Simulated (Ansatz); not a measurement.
# Ti (Titanium): levels at named points

How do gap and band edges of Ti (Titanium) move from rung to rung, and at what price?

This is Ti in the bcc structure; at room conditions it is hcp.

Method: DFT PBEsol, scalar-relativistic, plane waves, PAW, unless a step's input says otherwise, in Ansatz 0.2.0.

That is the level of the relaxation; later steps name their own.

1 further run of the same task is left out (set aside as unsound or not needed).

## Step 1: Starting point

Symmetry: Im-3m, No. 229, cubic system. Conventional cell: a = 3.210 Å, b = 3.210 Å, c = 3.210 Å, α = 90.00°, β = 90.00°, γ = 90.00°. Ti (site symmetry m-3m) is surrounded by 8 Ti at 2.78 Å.

Coordinates:

```
CELL_PARAMETERS angstrom
-1.60512 1.60512 1.60512
1.60512 -1.60512 1.60512
1.60512 1.60512 -1.60512
ATOMIC_POSITIONS crystal
Ti 0.00000 0.00000 0.00000
```

This cell was relaxed beforehand with the same method: volume 16.54 Å³/atom, gap on the mesh none (metal).

## Step 2: The run at PBEsol

input.yaml reads:

```yaml
crystal:
  lattice:
    - [-1.6051160629, 1.6051160629, 1.6051160629]
    - [1.6051160629, -1.6051160629, 1.6051160629]
    - [1.6051160629, 1.6051160629, -1.6051160629]
  atoms:
    - { symbol: Ti, position: [0.0, 0.0, 0.0] }
basis:
  ecutwfc: 420
kpoints:
  mp_grid: { grid: [18, 18, 18] }
  band_path:
    path:
      - [0.0, 0.0, 0.0]
      - [0.5, -0.5, 0.5]
      - [0.0, 0.0, 0.5]
      - [0.25, 0.25, 0.25]
      - [0.22222222, 0.22222222, 0.22222222]
    npoints: 1
hamiltonian:
  xc: pbesol
scf:
  occupations: { method: gaussian, width: 0.1 }
  n_extra_bands: 4
output:
  forces: true
  stress: true
  eigenvalues: true
```

Command:

```sh
$ ansatz run input.yaml --threads 1 --pin off --max-ram 2560MiB --backend cpu --events-out ev --progress --plain --runs-dir out
```

Log, shortened:

```text
Warning: RAYON_NUM_THREADS=1 ignored (pool sized by the plan → 1); use --threads N
scf.n_extra_bands = 4 over 6 filled bands (N_el = 12.0): the run solves 10 bands
[...]
Pseudopotentials: kind: paw
Pseudopotential: Ti, paw, valence charge 12, recommended cutoff 420 eV (normal), Ti.paw.azcp
Functional definition: PBEsol
[...]
Crystal: 1 atoms, lattice volume = 16.542 Å³
Basis set: ecut = 420 eV, 321 PW (Γ), exchange–correlation on 40×40×40 points (8 copies of the dense FFT grid, shifted against one another)
Bands: 10, of which v1, the nominal top of the filled ones, is band 6 counted from 1 (5 counted from 0)
Symmetry: 48 space group operations
Space group: Im-3m (ITA 229), of the structure as read, at distance tolerance 2.5e-5 Å
k-points: 195 of 5832
[...]
SCF iter   1: F=—  HF=-2473.799114 eV  |F-HF|=—  |Δ(HF+E_count)|=         —  Δρ=5.36e-3  dr2=2.84e-3  ethr=1.77e-3  ⟨swp⟩=4.4  Hψ=10255  notcnv=0
[...]
SCF iter   6: F=-2473.797956 eV  HF=-2473.797956 eV  |F-HF|=3.64e-12  |Δ(HF+E_count)|=  5.65e-10  Δρ=5.53e-7  dr2=1.40e-11  ethr=2.98e-11  ⟨swp⟩=1.3  Hψ=6103  notcnv=0
[...]
NSCF: frozen V_eff on 5 k-points
SCF converged after 6 iterations
Free energy (F): -2473.797956 eV
[...]
E sigma→0 (E₀):  -2473.792471 eV
Entropy (-TS):   -0.010970 eV (-10.970 meV/atom)
Fermi energy:    13.766521 eV
[...]
--- Forces (eV/Å), atoms counted from 1 ---
  atom   1  Ti    -0.00000000     0.00000000    -0.00000000
[...]
--- Stress (GPa, compression-positive) ---
       -0.008790      -0.000000       0.000000
        0.000000      -0.008790       0.000000
       -0.000000      -0.000000      -0.008790
  P = ⅓ Tr σ = -0.0088 GPa (-0.088 kbar)
--- Band table (eV; the first three rows and the last of 195) ---
  k-point 0: bands = ["-42.3900", "-18.2950", "-18.2950", "-18.2950", "7.7418", "14.7999", "14.7999", "14.7999", "16.6879", "16.6879"]
[...]
```

Run time: 6.1 s. Hardware: 1 thread of Intel Xeon at 2.70GHz, shared host; peak memory 0.33 GiB.

Levels at named points, in eV from the top of the last band filled by count:

```
  point  band 4  band 5  band 6  band 7  band 8  band 9
      Γ  -33.09   -7.06    0.00    0.00    0.00    1.89
      H  -33.64   -3.31   -3.31    3.17    3.17    3.17
      N  -33.10   -3.61   -1.49    0.26    1.89    2.26
      P  -33.49   -1.66   -1.66   -1.66    2.33    2.33
bottom*  -33.42   -1.73   -1.73   -1.62    2.30    2.30
```

* Points where the relaxation's level has its edges, typed into the path; another level's edges can lie beside them.

## Step 3: The run at r2SCAN

Changes to input.yaml since step 2:

```diff
@@ -8,3 +8,3 @@
 basis:
-  ecutwfc: 420
+  ecutwfc: 500
 kpoints:
@@ -20,3 +20,3 @@
 hamiltonian:
-  xc: pbesol
+  xc: r2scan
 scf:
```

Command:

```sh
$ ansatz run input.yaml --threads 1 --pin off --max-ram 2560MiB --backend cpu --events-out ev --progress --plain --runs-dir out
```

Log, shortened:

```text
Warning: RAYON_NUM_THREADS=1 ignored (pool sized by the plan → 1); use --threads N
scf.n_extra_bands = 4 over 6 filled bands (N_el = 12.0): the run solves 10 bands
[...]
Pseudopotentials: kind: paw
Pseudopotential: Ti, paw, valence charge 12, recommended cutoff 500 eV (meta_gga), Ti.paw.azcp
Functional definition: r2SCAN
[...]
Crystal: 1 atoms, lattice volume = 16.542 Å³
Basis set: ecut = 500 eV, 429 PW (Γ), exchange–correlation on 96×96×96 points (64 copies of the dense FFT grid, shifted against one another)
Bands: 10, of which v1, the nominal top of the filled ones, is band 6 counted from 1 (5 counted from 0)
Symmetry: 48 space group operations
Space group: Im-3m (ITA 229), of the structure as read, at distance tolerance 2.5e-5 Å
k-points: 195 of 5832
[...]
SCF iter   1: F=—  HF=-2504.203536 eV  |F-HF|=—  |Δ(HF+E_count)|=         —  Δρ=1.42e-2  dr2=2.74e-2  dr2_τ=8.17e-3  ethr=1.77e-3  ⟨swp⟩=4.6  Hψ=10664  notcnv=0
[...]
SCF iter   6: F=-2504.230420 eV  HF=-2504.230420 eV  |F-HF|=1.02e-9  |Δ(HF+E_count)|=   4.14e-7  Δρ=3.50e-6  dr2=6.77e-10  dr2_τ=8.75e-11  ethr=8.33e-10  ⟨swp⟩=5.3  Hψ=8668  notcnv=0
[...]
NSCF: frozen V_eff on 5 k-points
SCF converged after 6 iterations
Free energy (F): -2504.230420 eV
[...]
E sigma→0 (E₀):  -2504.225771 eV
Entropy (-TS):   -0.009296 eV (-9.296 meV/atom)
Fermi energy:    13.911909 eV
[...]
--- Forces (eV/Å), atoms counted from 1 ---
  atom   1  Ti    -0.00000000     0.00000000    -0.00000000
[...]
--- Stress (GPa, compression-positive) ---
        4.586391      -0.000000      -0.000000
       -0.000000       4.586391       0.000000
        0.000000      -0.000000       4.586391
  P = ⅓ Tr σ = 4.5864 GPa (45.864 kbar)
--- Band table (eV; the first three rows and the last of 195) ---
  k-point 0: bands = ["-44.9133", "-19.6471", "-19.6471", "-19.6471", "7.4504", "15.0969", "15.0969", "15.0969", "16.9856", "16.9856"]
[...]
```

It took 8.3 s on 1 thread of Intel Xeon at 2.70GHz, shared host; peak memory 0.41 GiB.

Levels at named points, in eV from the top of the last band filled by count:

```
  point  band 4  band 5  band 6  band 7  band 8  band 9
      Γ  -34.74   -7.65    0.00    0.00    0.00    1.89
      H  -35.29   -3.63   -3.63    3.18    3.18    3.18
      N  -34.75   -3.89   -1.57   -0.06    1.91    2.28
      P  -35.15   -1.87   -1.87   -1.87    2.35    2.35
bottom*  -35.07   -1.93   -1.93   -1.87    2.33    2.33
```

* Points where the relaxation's level has its edges, typed into the path; another level's edges can lie beside them.

## Step 4: The ladder

```
 level    k mesh  gap (eV)  least direct gap (eV)  top at  bottom at  CPU time (s)
PBEsol  18×18×18      0.00                   0.00       Γ          P           3.3
r2SCAN  18×18×18      0.00                   0.00       Γ          P           8.3
```

Gaps are by band count over the mesh and the named points; a gap of 0 means that the bands overlap or touch.

## Step 5: Summary of results

```
   quantity    value
gap, PBEsol  0.00 eV
gap, r2SCAN  0.00 eV
```

**Reading.** No level opens a gap.
